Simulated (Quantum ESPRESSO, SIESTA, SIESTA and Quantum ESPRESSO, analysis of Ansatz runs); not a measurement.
# Levels of Ge_Al in Al2O3 (R-3c), rung by rung (SIESTA and Quantum ESPRESSO)

Question: at which Fermi levels does Ge_Al in Al2O3 (R-3c) change its charge, and how much of the answer depends on the basis, the k-points and the program? The model is a cell of 80 host atoms with 1 Al taken out and 1 Ge put in.

Calculated with SIESTA and Quantum ESPRESSO; SIESTA numerical-orbital DFT, PBEsol, DZP basis, PseudoDojo 0.4.1 potentials converted to PSML; charged supercells in a uniform background, point-charge correction with alignment at far sites.

**Measured values to reproduce.**

“Multi-petahertz electron interference in Cr:Al2O3 solid-state material” (2018, pmc:5906618) quotes from earlier work for Al2O3, alpha (corundum) (high-purity reference sample): band gap (optical band gap of host from absorption) 8.7 eV [literature value quoted for a high-purity sample; optical absorption edge, temperature …].

## (1) Set-up

The cell holds 80 atoms: 31 Al, 1 Ge and 48 O. Cell: a = 10.305 Å, b = 10.305 Å, c = 10.305 Å, α = 55.5°, β = 55.5°, γ = 55.5°. It derives from Al2O3 (space group R-3c). Nearest the centre at fractional (0.426, 0.426, 0.426): Ge2 at 0.00 Å, O20 at 1.87 Å, O26 at 1.87 Å, O49 at 1.87 Å, O18 at 1.98 Å, O25 at 1.98 Å, O47 at 1.98 Å, Al1 at 2.68 Å.

Structure file:

```xyz
80
Lattice="4.7985 2.7704 8.6887 -4.7985 2.7704 8.6887 0.0000 -5.5408 8.6887" Properties=species:S:1:pos:R:3 pbc="T T T"
Al    0.0000    0.0000    8.4363
Ge    0.0000    0.0000   11.1133
Al    0.0000    0.0000    1.9198
Al    0.0000    0.0000    4.5968
O     0.9346   -1.3852    5.4305
O     1.6669    0.1168    7.6026
O    -1.6669   -0.1168    5.4305
O     0.7323    1.5020    5.4305
O    -0.7323   -1.5020    7.6026
O    -0.9346    1.3852    7.6026
Al    0.0000   -2.7704   12.7807
Al    0.0000   -2.7704   15.4577
Al    0.0000   -2.7704    6.2641
Al    0.0000   -2.7704    8.9412
O     0.9346   -4.1556    9.7748
O     1.6669   -2.6536   11.9470
O    -1.6669   -2.8872    9.7748
O     0.7323   -1.2684    9.7748
O    -0.7323   -4.2724   11.9470
O    -0.9346   -1.3852   11.9470
Al   -2.3993    1.3852   12.7807
Al   -2.3993    1.3852   15.4577
Al   -2.3993    1.3852    6.2641
Al   -2.3993    1.3852    8.9412
O    -1.4646    0.0000    9.7748
O    -0.7323    1.5020   11.9470
O    -4.0662    1.2684    9.7748
O    -1.6669    2.8872    9.7748
O    -3.1316   -0.1168   11.9470
O    -3.3339    2.7704   11.9470
Al   -2.3993   -1.3852   17.1250
Al   -2.3993   -1.3852   19.8021
Al   -2.3993   -1.3852   10.6085
Al   -2.3993   -1.3852   13.2855
O    -1.4646   -2.7704   14.1192
O    -0.7323   -1.2684   16.2914
O    -4.0662   -1.5020   14.1192
O    -1.6669    0.1168   14.1192
O    -3.1316   -2.8872   16.2914
O    -3.3339    0.0000   16.2914
Al    2.3993    1.3852   12.7807
Al    2.3993    1.3852   15.4577
Al    2.3993    1.3852    6.2641
Al    2.3993    1.3852    8.9412
O     3.3339    0.0000    9.7748
O     4.0662    1.5020   11.9470
O     0.7323    1.2684    9.7748
O     3.1316    2.8872    9.7748
O     1.6669   -0.1168   11.9470
O     1.4646    2.7704   11.9470
Al    2.3993   -1.3852   17.1250
Al    2.3993   -1.3852   19.8021
Al    2.3993   -1.3852   10.6085
Al    2.3993   -1.3852   13.2855
O     3.3339   -2.7704   14.1192
O     4.0662   -1.2684   16.2914
O     0.7323   -1.5020   14.1192
O     3.1316    0.1168   14.1192
O     1.6669   -2.8872   16.2914
O     1.4646    0.0000   16.2914
Al    0.0000    2.7704   17.1250
Al    0.0000    2.7704   19.8021
Al    0.0000    2.7704   10.6085
Al    0.0000    2.7704   13.2855
O     0.9346    1.3852   14.1192
O     1.6669    2.8872   16.2914
O    -1.6669    2.6536   14.1192
O     0.7323    4.2724   14.1192
O    -0.7323    1.2684   16.2914
O    -0.9346    4.1556   16.2914
Al    0.0000    0.0000   21.4694
Al    0.0000    0.0000   24.1464
Al    0.0000    0.0000   14.9528
Al    0.0000    0.0000   17.6299
O     0.9346   -1.3852   18.4635
O     1.6669    0.1168   20.6357
O    -1.6669   -0.1168   18.4635
O     0.7323    1.5020   18.4635
O    -0.7323   -1.5020   20.6357
O    -0.9346    1.3852   20.6357
```

Screening for the image-charge correction: ε∞ = (3.25, 3.25, 3.21), ε0 = (9.30, 9.30, 11.25), from a response run on this crystal (DFPT, PBEsol, Quantum ESPRESSO) at that run's own cell.

The cell's shortest repeat is 9.6 Å.

The primitive cell was relaxed at this level beforehand, to 86.63 Å³.

The defect-free supercell was relaxed beforehand, from displaced atoms: they ended at most 0.01 Å from the sites they started about, so the symmetric structure holds.

## (2) Band edges

Levels are counted from the valence top, which comes from the unit cell, dense mesh; the energy of the host comes from the defect-free supercell at the defects' own k-points, so that the host's part of the sampling error cancels.

File host.fdf:

```
SystemName                      Al2O3
SystemLabel                     host
NumberOfSpecies                 2
NumberOfAtoms                   10
%block ChemicalSpeciesLabel
  1   13 Al
  2    8 O
%endblock ChemicalSpeciesLabel
LatticeConstant                 1.0 Ang
%block LatticeVectors
     2.399251000     1.385208000     4.344362000
    -2.399251000     1.385208000     4.344362000
     0.000000000    -2.770417000     4.344362000
%endblock LatticeVectors
AtomicCoordinatesFormat         Fractional
%block AtomicCoordinatesAndAtomicSpecies
     0.647298456     0.647298456     0.647298583  1
     0.852701484     0.852701484     0.852701537  1
     0.147298516     0.147298516     0.147298463  1
     0.352701544     0.352701544     0.352701417  1
     0.444775926     0.055223937     0.750000022  2
     0.944776004     0.250000009     0.555224102  2
     0.055223996     0.749999991     0.444775898  2
     0.749999993     0.444775987     0.055223905  2
     0.250000007     0.555224013     0.944776095  2
     0.555224074     0.944776063     0.249999978  2
%endblock AtomicCoordinatesAndAtomicSpecies
%block kgrid.MonkhorstPack
    8   0   0  0.00
    0   8   0  0.00
    0   0   8  0.00
%endblock kgrid.MonkhorstPack
XC.Functional                   GGA
XC.Authors                      PBEsol
PAO.BasisSize                   DZP
PAO.EnergyShift                 0.005 Ry
Mesh.Cutoff                     300 Ry
OccupationFunction              FD
ElectronicTemperature           0.01 eV
MaxSCFIterations                150
SCF.MustConverge                true
SCF.Mixer.Method                Pulay
SCF.Mixer.Weight                0.2
SCF.Mixer.History               10
SCF.DM.Tolerance                1.0e-4
SCF.H.Tolerance                 1.0e-3 eV
WriteForces                     true
Charge.Mulliken                 end
```

Started as:

```console
OMP_NUM_THREADS=1 siesta host.fdf > host.out
```

The log of the run:

```text
Version         : 5.4.2

                           ***********************
                           *  WELCOME TO SIESTA  *
                           ***********************

[...]
reinit: Reading from file host.fdf

reinit: -----------------------------------------------------------------------
reinit: System Name: Al2O3
reinit: -----------------------------------------------------------------------
reinit: System Label: host
reinit: -----------------------------------------------------------------------

initatom: Reading input for the pseudopotentials and atomic orbitals ----------
Species number:   1 Atomic number:   13 Label: Al
Species number:   2 Atomic number:    8 Label: O

[... pseudopotential checks and orbital generation ...]

prinput: Basis input

PAO.BasisType split

%block ChemicalSpeciesLabel
    1   13 Al                      # Species index, atomic number, species label
    2    8 O                       # Species index, atomic number, species label
%endblock ChemicalSpeciesLabel

%block PAO.Basis                 # Define Basis set
# WARNING: This information might be incomplete!
[...]
siesta:       Hartree =     723.783037
siesta:         Exch. =    -742.901712
siesta:         Corr. =     -66.348275
siesta:   Exch.-corr. =    -809.249987
siesta:  Ion-electron =   -3237.201033
siesta:       Ion-ion =   -1590.741006
siesta:         Total =   -2959.489365
siesta:         Fermi =      -8.009341
[...]
siesta: Stress tensor (static) (eV/Ang**3):
siesta:     0.000136   -0.000000    0.000000
siesta:    -0.000000    0.000136   -0.000000
siesta:     0.000000   -0.000000    0.000131
[...]
siesta: Cell volume =         86.629945 Ang**3
[...]
siesta: Pressure (static):
siesta:                Solid            Molecule  Units
siesta:          -0.00000147         -0.00000153  Ry/Bohr**3
siesta:          -0.00013463         -0.00014063  eV/Ang**3
siesta:          -0.21570807         -0.22532019  kBar
[...]
mulliken: Qtot =       48.000

Mulliken Atomic Populations:
Atom #   charge [q] valence [e]  Species
     1     0.612547    2.387453  Al
     2     0.612547    2.387453  Al
     3     0.612547    2.387453  Al
     4     0.612547    2.387453  Al
     5    -0.408365    6.408365  O
     6    -0.408364    6.408364  O
     7    -0.408364    6.408364  O
     8    -0.408364    6.408364  O
     9    -0.408364    6.408364  O
    10    -0.408365    6.408365  O
 Total    -0.000000

Job completed
```

Elapsed: 2.2 min, on 1 MPI rank of Arm Neoverse V2, shared host; peak memory 0.37 GiB.

The gap at this level is 5.88 eV.

Test of the sampling: at one point at (¼, ¼, ¼) the host's energy lies 3 meV an atom above its value on the primitive cell's dense mesh, close enough for the relaxations.

(Part 1 of 4 ends here.)

[Logs are printed without paths, hosts, clocks, repeated set-up lines and the standing remarks that a program may print on its own settings, such as how far it seeks lower states.]

[Hosts, paths, dates, database ids (printed as entryN), source tags and the programs' standing remarks are cut or masked in the printed files.]

[For some hosts the program warned that the k-mesh of the response run may be too coarse for force constants and the static dielectric constant; such warnings are not shown here.]

[Charge tables in the logs are Mulliken or Hirshfeld populations, whose sizes and signs can differ; where basis functions stand at a vacancy, SIESTA counts their charge against the missing atom's valence.]

[In relaxation paths of CP2K, step 0 can be the structure after the first move, since the trajectory file begins there, and the last row can be the final structure solved once more.]
